Q: I machine molybdenum and think of it simply as stiff. What sizes should I keep in mind before we look at details?

A: Think of a few hundred gigapascals for the resistance to a change of volume. Near its natural volume, the metal then needs roughly 3 GPa to give up one per cent of it. Changing every bond length by a few per cent costs one or more tenths of an electronvolt per atom. The table runs from strong compression to a stretch far beyond the expansion that a furnace would give you, and this makes the departures from simple stiffness visible.

Body-centred cubic Mo at fixed volumes, computed with Ansatz 0.2.0: r2SCAN, scalar-relativistic, no spin polarization, PAW, plane waves to 500 eV, 22×22×22 k mesh, Gaussian smearing of 0.15 eV. Energies are extrapolated to zero smearing and taken relative to the standard crystal of Mo in the same functional; pressure is positive in compression.

```csv
volume (Å³/atom),shortest distance (Å),energy over elements (eV/atom),pressure (GPa)
13.722,2.612,0.250,46.20
14.155,2.639,0.144,33.07
15.509,2.721,0.004,2.35
16.363,2.770,0.029,-11.12
17.446,2.830,0.149,-23.59
19.537,2.939,0.560,-37.64
```

Q: The pressure drops quickly at first and then more and more slowly. Isn't that just a spring being released?

A: A spring is the right picture in one limit. For a small enough change of volume, any smooth energy curve looks like a parabola around its minimum, and the pressure is a straight line against volume. The question is how far that limit reaches. Here the line bends within a few per cent.

You can see it without a model. Divide the drop in pressure between neighbouring rows by the growth in the natural logarithm of the volume, and you get the average bulk modulus $B$ of that step. It falls at every step, from 423 GPa between the two densest rows to 124 GPa between the two most stretched. For a straight line of pressure against volume, $B$ would instead rise in proportion to the volume.

Q: But I could explain the unequal energies differently. The row at 15.509 Å³ still has a positive pressure, so it is already a little squeezed. Of course squeezing it further costs more than stretching it.

A: That effect is real and not small, so it has to be measured. Shortening all edges by 4 % from that row costs 0.246 eV per atom, and lengthening them by 4 % costs 0.145 eV. The difference is 0.101 eV. The pressure at the start, acting over the two changes of volume, gives about 0.055 eV of it by itself.

But a spring in the volume can't keep all of that. Lengthening the edges by 4 % changes the volume more than shortening them by 4 %, and this works the other way. Take an ideal spring of this kind, with its minimum at the volume of zero pressure, 15.64 Å³, and with the stiffness that the crystal has there. It is left with a difference of only 0.023 eV between the two strains.

A spring in the volume that starts a little squeezed therefore gives less than a quarter of the asymmetry. A spring in the distance between neighbours would be expected to give about half, because the two strains are equal steps for it, but that still leaves the other half to explain. The spring in the volume also fails badly at the largest stretch, where it asks for 0.82 eV and the calculation for 0.556 eV. The crystal really does soften as it opens.

Q: Then let me try a metal physicist's answer. The electrons form a gas, and a gas resists more strongly the more it is squeezed.

A: That is a better idea, because it has the right direction and a sound limit behind it. In very dense matter, the kinetic energy of evenly spread electrons dominates and grows as $V^{-2/3}$, where $V$ is the volume per atom. The attraction between electrons and ions grows as $V^{-1/3}$. Differentiating both gives a repulsive pressure proportional to $V^{-5/3}$ and an attractive one proportional to $V^{-4/3}$.

These exponents fix how fast the metal softens, whatever the strengths of the two terms. At zero pressure the terms cancel, and the derivative $B'=dB/dP$ of the bulk modulus with respect to pressure $P$ is then the sum of the exponents, $5/3+4/3=3$. In words, each gigapascal of pressure adds about 3 GPa to the bulk modulus. The table can test that number.

Q: And does it pass?

A: No. With both strengths adjusted to all six pressures, the gas still misses by typically 1.8 GPa, and the misses have a pattern. It gives too low a pressure at both ends of the range and too high a pressure around the middle. The computed curve is more strongly bent than this gas allows.

Q: What bends it more?

A: Theory points to the overlap of orbitals on neighbouring atoms. Molybdenum is bound largely by its d electrons, which stay closer to their atoms than an even gas would. The bonding they provide depends on overlap, and overlap dies off roughly exponentially with distance. The repulsion at short range, which comes from electrons being forced into the same space, dies off faster still.

Consider the two limits. When the atoms are pushed together, the repulsion climbs steeply and the metal stiffens. When they are drawn far apart, both bonding and repulsion vanish, so the restoring force must at some point fade away, while a spring would pull ever harder. The table gives the total energy and pressure but not their parts, so this division into bonding and repulsion is an argument and not a computed result. Nor does the failure of the gas single out the d electrons: aluminium, which has no d bonding, is also known to stiffen faster under pressure than the even gas predicts.

Q: Can you turn that into something I can calculate?

A: Let $d$ be the shortest distance between atoms and $d_0$ its value at zero pressure. A simple energy with the right limits is

$$E=E_0-D(1+a)e^{-a},\qquad a=s(d-d_0),$$

where $E_0$ is a constant, $D$ is the depth of the well and $1/s$ is the length over which the binding fades. The slope of this energy is $Ds\,a\,e^{-a}$. Since volume grows as $d^3$, dividing by $dV/dd=3V/d$ and reversing the sign gives the pressure. With $x=d/d_0$ and $B_0$ for the bulk modulus at zero pressure, it reads

$$P=-3B_0\,\frac{x-1}{x^2}\,e^{-s d_0(x-1)}.$$

The part before the exponential is the pull of a spring between neighbours, spread over a growing surface. The exponential is the fading.

Q: Show me one row.

A: Take the most stretched one, with $d=2.939$ Å. The fit to all six pressures gives $B_0=271$ GPa and $s=1.708$ per Å, so the fading length is about 0.6 Å. The volume of zero pressure gives $d_0=(3\sqrt3\times15.64/4)^{1/3}=2.729$ Å.

Then $x=2.939/2.729=1.077$ and $s d_0=1.708\times2.729=4.66$. The spring part is $-3\times271\times0.077/1.077^2$, or about $-54$ GPa. The fading factor is $e^{-4.66\times0.077}$, about 0.70. Their product is about $-38$ GPa, as in the table.

This row was part of the fit, so the agreement is no prediction. The estimate does show what the fading does: it removes nearly a third of the pull after a stretch of only 8 % in distance.

Q: Your formula has one adjustable number more than the gas. Isn't that why it wins?

A: It is a fair objection, and there are two answers. First, when each row in turn is left out and predicted from the other five, the typical miss is about 0.06 GPa, against about 3 GPa for the gas. Second, the energies took no part in the fit, yet the fitted pressure adds up to the computed energy differences within about 0.001 eV per atom. This second test shows that the curve is sound between the rows, but pressure and energy come from the same calculation and are not independent witnesses.

A fairer contest gives the power laws a free exponent, and so as many constants as the exponential. They then miss by less than 0.1 GPa on average. Both forms agree on what matters: $B'$ is 4.1 for the exponential and 4.2 for the free powers. The numbers thus settle the rate of softening and reject the exponents of the electron gas. They don't prove that the fading is exponential, although that form follows the rows somewhat more closely.

Q: Could I use the formula to find the energy for pulling the metal apart into atoms?

A: That is where it breaks. Extended to infinite distance, the fit gives a depth $D$ of about 11 eV per atom, while the cohesive energy of molybdenum is roughly 7 eV, a rounded literature size that is not in the table. A free molybdenum atom lowers its energy by aligning its outer electron spins, and the calculation keeps all spins paired. That may explain part of the excess, and so may the long extrapolation itself, but no separated atom was computed here to tell. The depth is best read as a constant that shapes the curve near its minimum.

Q: So what do I carry back to the workshop?

A: For a pressure of 1 GPa, a constant bulk modulus is enough: the volume shrinks by about 0.4 %, and the modulus itself rises by only about 4 GPa out of 271 GPa. At tens of gigapascals, the stiffening has to be included. Heat is absent from these values, so they don't give the modulus of hot metal.

For another cubic metal, fit the same form to its own pressures and compare the fading length with the distance between neighbours. The formula gives $B'=1+\tfrac{2}{3}s d_0$, so binding that fades over a smaller fraction of that distance makes the stiffness change faster with pressure. The output below lists the three fits and the comparison with the spring.

The analysis program printed:

```
fit of pressure on 6 rows: coefficient of exp(-s*(dist-2.7))/dist**2 66.91 +/- 0.098, coefficient of (dist-2.7)*exp(-s*(dist-2.7))/dist**2 -2328 +/- 1, s 1.708; rms 0.0219, worst 14.155 0.031, leave-one-out rms 0.0562
fit of pressure on 6 rows: coefficient of u**(4/3) -798.4 +/- 25, coefficient of u**(5/3) 802.9 +/- 25; rms 1.81, worst 19.537 -2.87, leave-one-out rms 3.12
fit of pressure on 6 rows: coefficient of u**(1+s) -377.1 +/- 0.58, coefficient of u**(1+2*s) 379.6 +/- 0.57, s 0.725; rms 0.075, worst 17.446 0.134, leave-one-out rms 0.246
Stiffness from the row before to this one (GPa), energies from row 15.509 (eV/atom), pressure misses (GPa):
     row  stiffness  computed energy  spring energy  fading energy  gas miss  fading miss
  13.722        n/a            0.246          0.198         0.2469     -1.81     -0.02038
  14.155      422.6             0.14         0.1184         0.1402    -0.204      0.03102
  15.509      336.3                0              0              0     1.947     -0.01497
  16.363      251.3            0.025        0.02722        0.02512     1.897     -0.01281
  17.446      194.6            0.145         0.1751         0.1449    0.8884      0.03022
  19.537      124.1            0.556         0.8192         0.5557    -2.872     -0.01377
Largest over smallest stiffness between neighbouring rows: 3.405
Volume at zero pressure, fading overlap (Å³/atom): 15.64
Bulk modulus at zero pressure, fading overlap (GPa): 270.8
Pressure derivative of bulk modulus, fading overlap: 4.108
Pressure derivative of bulk modulus, free powers (electron gas: 3): 4.175
Energy at -4 % less energy at +4 % length, computed (eV/atom): 0.101
Same difference for the spring (eV/atom): 0.02293
Share of the difference that the spring gives (%): 22.7
Extrapolated depth D of the fading form (eV/atom), rough recalled cohesive energy 6.8: 10.95
```
